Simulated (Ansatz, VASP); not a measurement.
This is a calculation of Sb for VASP 6.6.1.

File INCAR:

```
PREC = Accurate ; ENCUT = 520
EDIFF = 1E-7 ; ISMEAR = 0
SIGMA = 0.028999999999999998 ; LREAL = F
LASPH = T ; NELM = 100
ALGO = Normal ; ISIF = 2
LWAVE = F ; LCHARG = F
GGA = PE ; NBANDS = 8
```

File KPOINTS:

```
regular mesh
0
Gamma
  8 8 8
```

File POSCAR:

```
Sb
1.0
    3.1600000000      0.0000000000      0.0000000000
    0.0000000000      3.1600000000      0.0000000000
    0.0000000000      0.0000000000      3.1600000000
Sb
1
Direct
    0.0000000000      0.0000000000      0.0000000000
```

Potentials or basis: VASP PAW PBE potentials, release 64 (Sb).

Run with:

```sh
$ cat potpaw_PBE.64/Sb/POTCAR > POTCAR
$ mpirun -np 1 vasp_std > vasp.out
```

Q: Translate it to Ansatz 0.2.0. Potentials there: Ansatz PAW.

A: As run (the cutoff follows the program's own potentials):

Contents of input.yaml:

```yaml
crystal:
  lattice:
    - [3.16, 0.0, 0.0]
    - [0.0, 3.16, 0.0]
    - [0.0, 0.0, 3.16]
  atoms:
    - { symbol: Sb, position: [0.0, 0.0, 0.0] }
hamiltonian:
  xc: pbe
  pseudopotentials: { kind: paw }
kpoints:
  mp_grid: { grid: [8, 8, 8] }
scf:
  occupations: { method: gaussian, width: 0.029 }
output:
  forces: true
  stress: true
  eigenvalues: true
```

Potentials or basis: Ansatz PAW.

The run is started by

```console
$ ansatz run input.yaml --threads 2 --pin off --max-ram 5632MiB --backend cpu --events-out ev --progress --plain --runs-dir out
```

Both were run:

|  | VASP | Ansatz | Ansatz less VASP |
| --- | --- | --- | --- |
| gap on the k mesh at the Fermi level (eV) | none | none | - |
| pressure (GPa) | -2.3 | -2.3 | +0.04 |

A gap of «none» marks a metal or a gap that the smearing closes. The functional is the same, so the differences come from potentials, cutoffs and numerics. The two sets of potentials don't hold the same shells in valence.

The runs have no spin-orbit coupling, so splittings on Sb are missing.
